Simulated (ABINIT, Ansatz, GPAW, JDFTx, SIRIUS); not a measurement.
TaN: programs and potentials compared

```xyz
2
Lattice="0.0000 2.2113 2.2113 2.2113 0.0000 2.2113 2.2113 2.2113 0.0000" Properties=species:S:1:pos:R:3 pbc="T T T"
Ta    2.2405    2.3053    2.2063
N     0.0022    0.0062   -0.0610
```

The cell comes from a database or a generator and needn't be the stable form of this composition.

Atoms were shifted at random by some hundredths of an Å from the given cell, which wasn't relaxed again for these runs.

Alike in all runs: task single point; functional PBEsol; k mesh 10 × 10 × 10; occupations fermi-dirac, width 0.05 eV; no spin polarisation; no spin-orbit coupling. A missing gap at this level doesn't show that the real crystal is a metal. Pressure is positive in compression and, in plane waves, holds the error of the finite cutoff.

```csv
program and potentials,plane-wave cutoff (eV),notes,band gap (eV),pressure (GPa),largest force (eV/Å),energy over the undisturbed cell (meV/atom)
"JDFTx, PseudoDojo-SR-PBEsol-0.4.1-standard with smoothed tails",1143,-,no gap,-9.33,0.770,19.29
"Ansatz, all-electron LAPW, scalar-relativistic",-,-,no gap,-8.87,0.770,-
"ABINIT, PseudoDojo NC SR PBEsol v0.4.1 standard",1143,-,no gap,-9.33,0.770,19.29
"SIRIUS, PseudoDojo 0.4.1 PBEsol standard (scalar relativistic)",1152,-,no gap,-9.34,0.770,-
"GPAW, PAW data sets generated for this functional",800,-,no gap,-9.28,0.801,20.09
```

Force on atom 2 (N), eV/Å:

| program and potentials | x | y | z |
| --- | --- | --- | --- |
| JDFTx, PseudoDojo-SR-PBEsol-0.4.1-standard with smoothed tails | 0.191 | 0.625 | 0.407 |
| Ansatz, all-electron LAPW, scalar-relativistic | 0.192 | 0.625 | 0.408 |
| ABINIT, PseudoDojo NC SR PBEsol v0.4.1 standard | 0.191 | 0.625 | 0.407 |
| SIRIUS, PseudoDojo 0.4.1 PBEsol standard (scalar relativistic) | 0.191 | 0.625 | 0.407 |
| GPAW, PAW data sets generated for this functional | 0.200 | 0.650 | 0.424 |

None finds a gap. The pressure spans -9.34 (SIRIUS, PseudoDojo 0.4.1 PBEsol standard (scalar relativistic)) to -8.87 GPa (Ansatz, all-electron LAPW, scalar-relativistic), with all-electron results at -8.87.

The functional is the same throughout but for its coding, so the spread measures potentials, basis and numerics; runs on potential files found faulty are left out.
